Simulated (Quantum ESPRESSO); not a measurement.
Here is a Quantum ESPRESSO 7.5 calculation.

Contents of pw.in:

```
&CONTROL
  calculation = 'scf'
  prefix = 'pwscf'
  outdir = './tmp'
  pseudo_dir = './pseudo'
  tprnfor = .true.
  disk_io = 'nowf'
/
&SYSTEM
  ibrav = 0
  nat = 4
  ntyp = 2
  ecutwfc = 56
  ecutrho = 448
  nbnd = 34
  occupations = 'smearing'
  smearing = 'gaussian'
  degauss = 0.00367493
  nspin = 2
  starting_magnetization(1) = 0.25
  starting_magnetization(2) = 0
  nosym = .true.
/
&ELECTRONS
  conv_thr = 1d-06
  electron_maxstep = 100
  mixing_beta = 0.7
  mixing_ndim = 20
  startingpot = 'file'
  mixing_fixed_ns = 8
/
ATOMIC_SPECIES
Fe    55.8450 fe_pbe_v1.5.uspp.F.UPF
O     15.9990 o_pbe_v1.2.uspp.F.UPF
CELL_PARAMETERS angstrom
   3.2500376500    0.0000000000    0.0000000000
   0.0000000000    3.2500376500    0.0000000000
   0.0000000000    0.0000000000    4.7586758100
ATOMIC_POSITIONS crystal
Fe     0.0000000000    0.0000000000    0.0000000000
Fe     0.5000000000    0.5000000000    0.0000000000
O      0.5000000000    0.0000000000    0.2670000000
O      0.0000000000    0.5000000000    0.7330000000
K_POINTS automatic
3 3 2 0 0 0
HUBBARD {ortho-atomic}
U Fe-3d 5.0
```

The input start.in:

```
&CONTROL
  calculation = 'scf'
  prefix = 'pwscf'
  outdir = './tmp'
  pseudo_dir = './pseudo'
  disk_io = 'nowf'
/
&SYSTEM
  ibrav = 0
  nat = 4
  ntyp = 2
  ecutwfc = 56
  ecutrho = 448
  nbnd = 34
  occupations = 'smearing'
  smearing = 'gaussian'
  degauss = 0.00367493
  nspin = 2
  starting_magnetization(1) = 0.25
  starting_magnetization(2) = 0
  nosym = .true.
/
&ELECTRONS
  conv_thr = 1d-06
  electron_maxstep = 1
  mixing_beta = 0.7
  mixing_ndim = 20
  scf_must_converge = .false.
/
ATOMIC_SPECIES
Fe    55.8450 fe_pbe_v1.5.uspp.F.UPF
O     15.9990 o_pbe_v1.2.uspp.F.UPF
CELL_PARAMETERS angstrom
   3.2500376500    0.0000000000    0.0000000000
   0.0000000000    3.2500376500    0.0000000000
   0.0000000000    0.0000000000    4.7586758100
ATOMIC_POSITIONS crystal
Fe     0.0000000000    0.0000000000    0.0000000000
Fe     0.5000000000    0.5000000000    0.0000000000
O      0.5000000000    0.0000000000    0.2670000000
O      0.0000000000    0.5000000000    0.7330000000
K_POINTS automatic
3 3 2 0 0 0
HUBBARD {ortho-atomic}
U Fe-3d 5.0
```

The input occup.txt:

```
 1.0000  0.0000  0.0000  0.0000  0.0000
 0.0000  1.0000  0.0000  0.0000  0.0000
 0.0000  0.0000  1.0000  0.0000  0.0000
 0.0000  0.0000  0.0000  1.0000  0.0000
 0.0000  0.0000  0.0000  0.0000  1.0000
 0.1273 -0.1649 -0.1512  0.1134 -0.2194
-0.1649  0.2136  0.1959 -0.1469  0.2843
-0.1512  0.1959  0.1797 -0.1347  0.2608
 0.1134 -0.1469 -0.1347  0.1010 -0.1955
-0.2194  0.2843  0.2608 -0.1955  0.3784
 1.0000  0.0000  0.0000  0.0000  0.0000
 0.0000  1.0000  0.0000  0.0000  0.0000
 0.0000  0.0000  1.0000  0.0000  0.0000
 0.0000  0.0000  0.0000  1.0000  0.0000
 0.0000  0.0000  0.0000  0.0000  1.0000
 0.0079 -0.0044 -0.0462 -0.0677  0.0335
-0.0044  0.0024  0.0255  0.0374 -0.0185
-0.0462  0.0255  0.2696  0.3947 -0.1957
-0.0677  0.0374  0.3947  0.5780 -0.2866
 0.0335 -0.0185 -0.1957 -0.2866  0.1421
 0.0000  0.0000  0.0000  0.0000  0.0000
 0.0000  0.0000  0.0000  0.0000  0.0000
 0.0000  0.0000  0.0000  0.0000  0.0000
 0.0000  0.0000  0.0000  0.0000  0.0000
 0.0000  0.0000  0.0000  0.0000  0.0000
 0.0000  0.0000  0.0000  0.0000  0.0000
 0.0000  0.0000  0.0000  0.0000  0.0000
 0.0000  0.0000  0.0000  0.0000  0.0000
 0.0000  0.0000  0.0000  0.0000  0.0000
 0.0000  0.0000  0.0000  0.0000  0.0000
 0.0000  0.0000  0.0000  0.0000  0.0000
 0.0000  0.0000  0.0000  0.0000  0.0000
 0.0000  0.0000  0.0000  0.0000  0.0000
 0.0000  0.0000  0.0000  0.0000  0.0000
 0.0000  0.0000  0.0000  0.0000  0.0000
 0.0000  0.0000  0.0000  0.0000  0.0000
 0.0000  0.0000  0.0000  0.0000  0.0000
 0.0000  0.0000  0.0000  0.0000  0.0000
 0.0000  0.0000  0.0000  0.0000  0.0000
 0.0000  0.0000  0.0000  0.0000  0.0000
```

Potentials or basis: GBRV 1.5 PBE.

The run is started by

```console
$ OMP_NUM_THREADS=1 mpirun -n 2 pw.x -in start.in > start.out
$ cp occup.txt tmp/pwscf.save/occup.txt
$ OMP_NUM_THREADS=1 mpirun -n 2 pw.x -in pw.in > pw.out
```

(1) What does it give for the absolute moment?

(2) What does it give for the net moment?

(3) What does it give for the site moments?

(4) Estimate the band gap on the k mesh.

Results:

(1) 8.12 μB per cell.

(2) 8.11 μB per cell.

(3) Fe +3.37; O +0.32 μB.

(4) none (metal or under the smearing width).

Caveat: the k mesh is coarse (spacing up to 0.66 Å⁻¹), so the values aren't converged; forces of over 1 eV/Å show positions far from the minimum, so gaps and moduli don't describe the material at rest.
